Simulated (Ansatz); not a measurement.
# Si3N4 (P6_3/m):Mo_Si, thermodynamic levels from a 126-atom cell, part 2 of 2

Charge states of Mo_Si in Si3N4 (P6_3/m), set against the band edges. Model: a cell of 126 host atoms with 1 Si taken out and 1 Mo put in.

Ansatz; place-levels on PBEsol runs: charge-transition levels and formation energies with image-charge correction and potential alignment at the atomic sites; PAW set soft_1.

So far: The starting structure; The runs of each charge state.

## (3) Levels against the band edges, PBEsol

A charged cell interacts with its images and the background, and its potential has another zero than the host's. place-levels removes the first by a point-charge model, screened by the static dielectric constant since the ions have relaxed around the charge, and the second by comparing potentials at atoms far from the defect.

The host is a run of the defect-free crystal in the same cutoffs, grids and k-points, so that basis and sampling errors cancel in part in the differences. Its band edges come from a run of the primitive cell that searches the zone for them. The host is run in a cell of 42 atoms on a matching mesh. Chemical potentials are energies per atom of Si (diamond) and Mo (bcc), run with the same functional and cutoff.

Contents of levels.point.yaml:

```yaml
host:
  run: host.point.run
  levels_from: { run: edges.point.run }
states: [qm1_M1.point.run, qm1_M3.point.run, q0.point.run, q0_M2.point.run, qp1_M1.point.run, qp2.point.run, qp2_M2.point.run]
geometry_from:
  qm1_M1.point.run: qm1_M1.relax.run
  qm1_M3.point.run: qm1_M3.relax.run
  q0.point.run: q0.relax.run
  q0_M2.point.run: q0_M2.relax.run
  qp1_M1.point.run: qp1_M1.relax.run
  qp2.point.run: qp2.relax.run
  qp2_M2.point.run: qp2_M2.relax.run
  host.point.run: host.relax.run
chemical_potentials:
  Si:
    energy: -621.49341
    dataset: <sha256 of the dataset>
  Mo:
    energy: -4897.504667
    dataset: "<sha256 of the dataset>"
epsilon: [4.29, 4.29, 4.37]
static_epsilon: [8.29, 8.29, 8.25]
vertical:
  - { from: qm1_M1.point.run, to: qm1_M1.point_neutral.run }
  - { from: qm1_M3.point.run, to: qm1_M3.point_neutral.run }
  - { from: qp1_M1.point.run, to: qp1_M1.point_neutral.run }
  - { from: qp2.point.run, to: qp2.point_neutral.run }
  - { from: qp2_M2.point.run, to: qp2_M2.point_neutral.run }
```

Command:

```sh
ansatz place-levels levels.point.yaml -- --threads 4 --pin off --max-ram 15073MiB
```

The log of the run:

```text
[... repeated set-up lines and file paths are left out, and long positions are rounded to six places ...]
(+2/+1) 0.258 eV above the valence edge, 3.929 eV under the conduction edge
(+1/0) 1.493 eV above the valence edge, 2.693 eV under the conduction edge
(0/-1) 2.791 eV above the valence edge, 1.395 eV under the conduction edge
formation energy of charge +2: +2.968 eV with the Fermi level at the valence edge
formation energy of charge +1: +3.225 eV with the Fermi level at the valence edge
formation energy of charge 0: +4.719 eV with the Fermi level at the valence edge
formation energy of charge -1: +7.510 eV with the Fermi level at the valence edge
vertical -1 to 0: no energy, since no alignment is typed
  the change from vertical[0].from (qm1_M1.point.run) to vertical[0].to (qm1_M1.point_neutral.run): by its potential at epsilon [4.29, 4.29, 4.37] it stands at 0.410 0.501 0.584, with an rms radius of about 2.2 Å (1.3 1.2 1.3 Å across the planes of the cell's [...]
vertical -1 to 0: no energy, since no alignment is typed
  the change from vertical[1].from (qm1_M3.point.run) to vertical[1].to (qm1_M3.point_neutral.run): by its potential at epsilon [4.29, 4.29, 4.37] it stands at 0.356 0.448 0.584, with an rms radius of about 2.6 Å (1.1 1.3 1.9 Å across the planes of the cell's [...]
vertical +1 to 0: no energy, since no alignment is typed
  the change from vertical[2].from (qp1_M1.point.run) to vertical[2].to (qp1_M1.point_neutral.run): by its potential at epsilon [4.29, 4.29, 4.37] it stands at 0.379 0.485 0.583, with an rms radius of about 2.2 Å (1.4 1.2 1.1 Å across the planes of the cell's [...]
vertical +2 to 0: no energy, since no alignment is typed
  the change from vertical[3].from (qp2.point.run) to vertical[3].to (qp2.point_neutral.run): by its potential at epsilon [4.29, 4.29, 4.37] it stands at 0.362 0.478 0.583, with an rms radius of about 2.3 Å (1.5 1.3 1.2 Å across the planes of the cell's [...]
vertical +2 to 0: no energy, since no alignment is typed
  the change from vertical[4].from (qp2_M2.point.run) to vertical[4].to (qp2_M2.point_neutral.run): by its spins about the atoms it stands at 0.347 0.488 0.583, with an rms radius of about 4.3 Å (2.6 2.7 2.1 Å across the planes of the cell's vectors); [...]
  edges by pbesol of host.levels_from (edges.point.run), its mesh sampled to repeats of 26.19 Å (the valence edge +0.130 eV and the conduction edge -0.336 eV from those of the host's own run), gap 4.186 eV; the host is sampled to repeats of 26.41 Å
  the defect's cells are sampled to repeats of 26.41 Å, like sampling
  charge +2: -65253.6759 eV with its correction of +1.104 eV, at epsilon [8.29, 8.29, 8.25], aligned at sites: +0.1152 eV, mean over 89 atomic sites at or beyond 4.37 Å from the defect at [0.3528, 0.4732, 0.5833], with +0.005304 for the charge's moments and [...]
  charge +1: -65245.2964 eV with its correction of +0.357 eV, at epsilon [8.29, 8.29, 8.25], aligned at sites: +0.1385 eV, mean over 89 atomic sites at or beyond 4.37 Å from the defect at [0.3528, 0.4732, 0.5833], with +0.005897 for the charge's moments and [...]
  charge 0: +0.000 eV for its dipole among its images, +0.001 omitted
  charge -1: -65224.7679 eV with its correction of +0.041 eV, at epsilon [8.29, 8.29, 8.25], aligned at sites: +0.1777 eV, mean over 89 atomic sites at or beyond 4.37 Å from the defect at [0.3528, 0.4732, 0.5833], with +0.011216 for the charge's moments and [...]
  charge +2: states[6] (qp2_M2.point.run) stands 0.866 eV higher, with a moment of 2.00 μB against 0.00
  states[6] (qp2_M2.point.run): levels filled in part (TS 0.004 eV): its energy is of no whole electron's
  charge 0: states[2] (q0.point.run) stands 0.310 eV higher, with a moment of 0.00 μB against 2.00
  charge -1: states[1] (qm1_M3.point.run) stands 0.535 eV higher, with a moment of 3.00 μB against 1.00
  of states[5] (qp2.point.run): it parts from the run that its charge is read beside by 2 carriers, of which the mean alone is read, by its potential at epsilon [4.29, 4.29, 4.37], taken for that of held ions (one typed too small widens it): that is narrow, [...]
  of states[4] (qp1_M1.point.run): stability_check_not_made
  of states[3] (q0_M2.point.run): stability_check_not_made
  of states[0] (qm1_M1.point.run): stability_check_not_made
  of states[6] (qp2_M2.point.run): it parts from the run at its places by a charge that spreads by about 2.1 Å along one vector (1.5 Å or more is wide), by the spins about the atoms, where the cell does not tell a trapped carrier from a band state. [...]
  of states[1] (qm1_M3.point.run): it parts from the run at its places by a charge that spreads by about 1.9 Å along one vector (1.5 Å or more is wide), by its potential at epsilon [4.29, 4.29, 4.37], taken for that of held ions (one typed too small widens [...]
  of vertical[0].from (qm1_M1.point.run): stability_check_not_made
  vertical[0].to (qm1_M1.point_neutral.run): levels filled in part (TS 0.014 eV): its energy is of no whole electron's
  of vertical[1].from (qm1_M3.point.run): stability_check_not_made; [...]
  vertical[1].to (qm1_M3.point_neutral.run): levels filled in part (TS 0.020 eV): its energy is of no whole electron's
  of vertical[2].from (qp1_M1.point.run): stability_check_not_made
  vertical[2].to (qp1_M1.point_neutral.run): levels filled in part (TS 0.005 eV): its energy is of no whole electron's
  of vertical[3].from (qp2.point.run): it parts from the run that its charge is read beside by 2 carriers, of which the mean alone is read, by its potential at epsilon [4.29, 4.29, 4.37], taken for that of held ions (one typed too small widens it): that is [...]
  vertical[3].to (qp2.point_neutral.run): levels filled in part (TS 0.005 eV): its energy is of no whole electron's
  vertical[4].from (qp2_M2.point.run): levels filled in part (TS 0.004 eV): its energy is of no whole electron's
  of vertical[4].from (qp2_M2.point.run): its moments are held at its close (magnetization.spin_locking), by a field of 0.617 eV a Bohr magneton, and its energy and levels are of the state that this holds: a run that lets them go can end lower; [...]
  vertical[4].to (qp2_M2.point_neutral.run): levels filled in part (TS 0.005 eV): its energy is of no whole electron's
```

Run time: 1.8 s. Hardware: 4 threads of Intel Xeon Platinum 8259CL at 2.50GHz (Skylake/Cascade Lake), shared host.

Levels between the charges placed, in eV above the valence top:

```
        gap (eV)  (+2/+1)  (+1/0)  (0/−1)
PBEsol      4.19     0.26    1.49    2.79
```

Corrections by state:

```
charge  moment (μB)  image terms and alignment (eV)  band filling (eV)                               ε used  over the lowest of its charge, as the program ranks them, band filling apart (eV)
    +2          0.0                           1.104                  -  principal values (8.25, 8.29, 8.29)                                                                              0.000
    +1          1.0                           0.357                  -  principal values (8.25, 8.29, 8.29)                                                                              0.000
     0          2.0                           0.000                  -                                    -                                                                              0.000
    −1          1.0                           0.041                  -  principal values (8.25, 8.29, 8.29)                                                                              0.000
    +2          2.0                           0.952                  -  principal values (8.25, 8.29, 8.29)                                                                              0.866
     0          0.0                           0.000                  -                                    -                                                                              0.310
    −1          3.0                           0.021                  -  principal values (8.25, 8.29, 8.29)                                                                              0.535
```

The charged structures listed were also run neutral, and place-levels reads from each pair, by the potential or the spins, how wide the charge is by which they differ; that can be the carrier of either run.

```
charge  rms radius (Å)  spread where it is widest against the cell (Å)  wide from (Å)  reading
    +2             2.3                                            1.20           1.51   narrow
    +1             2.2                                            1.12           1.51   narrow
    −1             2.2                                            1.34           1.51   narrow
```

The neutral runs of these pairs need not share the spin of the lowest neutral state, and very wide values only mean spread over the cell.

From the program's caveats on the states, each cut to its opening words:

- charge +2: it parts from the run that its charge is read beside by 2 carriers, of which the mean alone is read, by its potential at epsilon [4.29, 4.29, 4.37], taken for [...]
- charge +1 (1 μB), 0 (2 μB), −1 (1 μB), −1 (3 μB): flagged: stability check not made
- charge +2 (2 μB): it parts from the run at its places by a charge that spreads by about 2.1 Å along one vector (1.5 Å or more is wide), by the spins about the atoms, where the [...]
- charge +2 (2 μB): its alignment with the host at atomic sites is doubtful: the mean over the far sites moves by +0.0643 eV from their farther parts to their nearer, more than [...]
- charge +2 (2 μB): its moments are held at its close (magnetization.spin_locking), by a field of 0.617 eV a Bohr magneton, and its energy and levels are of the state that this [...]
- charge −1 (3 μB): it parts from the run at its places by a charge that spreads by about 1.9 Å along one vector (1.5 Å or more is wide), by its potential at epsilon [4.29, 4.29, [...]

The host's formation energy from the elements is -1.218 eV per atom; it sets how far the chemical potentials can move.

Limit set by the element alone; other compounds of these elements are not counted. Chemical potentials from the elements' reference states: N 0.00 eV, Si -2.84 eV, Mo 0.00 eV. Formation energy by charge state (N-rich; gap 4.19 eV):

```
charge  at valence top (eV)  at conduction bottom (eV)  correction included (eV)
    +2                 0.13                       8.50                      1.10
    +1                 0.38                       4.57                      0.36
     0                 1.88                       1.88                      0.00
    −1                 4.67                       0.48                      0.04
```

(Fermi level (eV), lowest formation energy (eV)): (0.00, 0.13), (0.38, 0.76), (0.76, 1.14), (1.14, 1.52), (1.52, 1.88), (1.90, 1.88), (2.28, 1.88), (2.67, 1.88), (3.05, 1.62), (3.43, 1.24), (3.81, 0.86), (4.19, 0.48)

Limit set by the element alone; other compounds of these elements are not counted. Chemical potentials from the elements' reference states: Si 0.00 eV, N -2.13 eV, Mo 0.00 eV. Formation energies (Si-rich), with the Fermi level at the valence top and at the conduction bottom (gap 4.19 eV):

```
charge  at valence top (eV)  at conduction bottom (eV)  correction included (eV)
    +2                 2.97                      11.34                      1.10
    +1                 3.23                       7.41                      0.36
     0                 4.72                       4.72                      0.00
    −1                 7.51                       3.32                      0.04
```

(Fermi level (eV), lowest formation energy (eV)): (0.00, 2.97), (0.38, 3.61), (0.76, 3.99), (1.14, 4.37), (1.52, 4.72), (1.90, 4.72), (2.28, 4.72), (2.67, 4.72), (3.05, 4.46), (3.43, 4.08), (3.81, 3.70), (4.19, 3.32)

## (4) The same at the relaxations' own k-points

The relaxations' own energies give the levels at their sampling, for comparison.

Contents of levels.relax_mesh.yaml:

```yaml
host:
  run: host.relax.run
  levels_from: { run: edges.relax.run }
states: [qm1_M1.relax.run, qm1_M3.relax.run, q0.relax.run, q0_M2.relax.run, qp1_M1.relax.run, qp2.relax.run, qp2_M2.relax.run]
chemical_potentials:
  Si:
    energy: -621.49341
    dataset: <sha256 of the dataset>
  Mo:
    energy: -4897.504667
    dataset: "<sha256 of the dataset>"
```

Command:

```sh
ansatz place-levels levels.relax_mesh.yaml -- --threads 4 --pin off --max-ram 15073MiB
```

The log of the run:

```text
(+2/+1) 0.255 eV above the valence edge, 3.931 eV under the conduction edge
(+1/0) 1.493 eV above the valence edge, 2.693 eV under the conduction edge
(0/-1) 2.790 eV above the valence edge, 1.396 eV under the conduction edge
formation energy of charge +2: +2.968 eV with the Fermi level at the valence edge
formation energy of charge +1: +3.223 eV with the Fermi level at the valence edge
formation energy of charge 0: +4.716 eV with the Fermi level at the valence edge
formation energy of charge -1: +7.506 eV with the Fermi level at the valence edge
  edges by pbesol of host.levels_from (edges.relax.run), its mesh sampled to repeats of 26.19 Å (the valence edge +0.231 eV and the conduction edge -0.359 eV from those of the host's own run), gap 4.186 eV; the host is sampled to repeats of 15.83 Å
[... the lines on each state left out ...]
```

Run time: 0.57 s. Hardware: 4 threads.

Levels between neighbouring charges, in eV above the valence top:

```
                        gap (eV)  (+2/+1)  (+1/0)  (0/−1)
one point at (¼, ¼, ¼)      4.19     0.25    1.49    2.79
  a 2×2×2 shifted mesh      4.19     0.26    1.49    2.79
```

Going from one point at (¼, ¼, ¼) to a 2×2×2 shifted mesh moves the levels that carry no band-filling term by up to 0.00 eV and formation energies against the elements by up to 0.00 eV.

## (5) Summary of results

```yaml
gap_of_the_host: 4.19 eV (PBEsol)
level_plus_2_plus_1: 0.26 eV above the valence top
level_plus_1_over_0: 1.49 eV above the valence top
level_0_minus_1: 2.79 eV above the valence top
lowest_of_the_charges_placed_just_above_the_valence_top_0p02_ev: +2
lowest_of_the_charges_placed_just_below_the_conduction_bottom_0p02_ev: −1
lowest_formation_energy_at_mid_gap_of_the_charges_run_n_rich: 1.88 eV
lowest_formation_energy_at_mid_gap_of_the_charges_run_si_rich: 4.72 eV
```

Of the charges placed (−1, 0, +1 and +2), the lowest changes at 0.26 eV (+2/+1), 1.49 eV (+1/0) and 2.79 eV (0/−1) above the valence top, in a gap of 4.19 eV. (+2/+1) lies nearer to a band edge than the share of the finite-size correction in it (0.75 eV), and that correction holds for a localised charge alone. Charges above +2 and below −1 were not placed, so these runs say nothing of levels that involve them. States placed: +2 at 0 μB and 2 μB; +1 at 1 μB; 0 at 2 μB and 0 μB; −1 at 1 μB and 3 μB. Other spin states or structures, where not listed, weren't placed. Mo is taken at its element; compounds, which aren't counted here, bound the chemical potentials and would shift these formation energies. Going from one point at (¼, ¼, ¼) to a 2×2×2 shifted mesh moves the levels that carry no band-filling term by up to 0.00 eV and formation energies against the elements by up to 0.00 eV. The program doubts the alignment of potentials for at least one state, a sign that the cell is small. What this leaves open: the images are only 8.7 Å apart; PBEsol makes the gap too small and tends to spread out bound carriers; where a gas molecule sets a chemical potential or the host's formation energy, its binding is uncorrected; force components of up to 0.12 eV/Å remain in a run at the final settings.

[Logs are printed without paths, hosts, clocks, repeated set-up lines and the standing remarks that a program may print on its own settings, such as how far it seeks lower states.]

[Hosts, paths, dates, database ids (printed as entryN), source tags and the programs' standing remarks are cut or masked in the printed files.]

[Where a table of states has a column of steps, it counts the stored structures, which are thinned; the runs took as many ionic steps or more.]

[A defect's name tells the site on which it was built; relaxed atoms can leave that site.]

[For some hosts the program warned that the k-mesh of the response run may be too coarse for force constants and the static dielectric constant; such warnings are not shown here.]
